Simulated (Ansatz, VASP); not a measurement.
## ZnAu: VASP beside Ansatz

```
Zn Au
1.0
     3.18351    0.00000    0.00000
     0.00000    3.18351    0.00000
     0.00000    0.00000    3.18351
Zn Au
1 1
Direct
  0.50000 0.50000 0.50000
  0.00000 0.00000 0.00000
```

Alike in both runs: task single point; functional PBE; k mesh 6 × 6 × 6; occupations gaussian, width 0.05 eV; no spin polarisation.

|  | VASP | Ansatz |
| --- | --- | --- |
| version | VASP 6.6.1 | Ansatz 0.2.0 |
| potentials or method | VASP PAW PBE potentials, release 64 (Zn, Au) | scalar-relativistic, plane waves, PAW |
| plane-wave cutoff (eV) | 520 | 420 |
| valence electrons in the cell | 23 | 31 |

Ansatz gave:

```
gap on the k mesh at the Fermi level (eV) : none
pressure (GPa)                            : 0.7
```

Q: Estimate VASP's values.

A: gap on the k mesh at the Fermi level (eV): none; pressure (GPa): 0.8.

A gap of «none» marks a metal or a gap that the smearing closes. The functional is the same, so the differences come from potentials, cutoffs and numerics. The two sets of potentials don't hold the same shells in valence.

The runs have no spin-orbit coupling, so splittings on Au are missing.
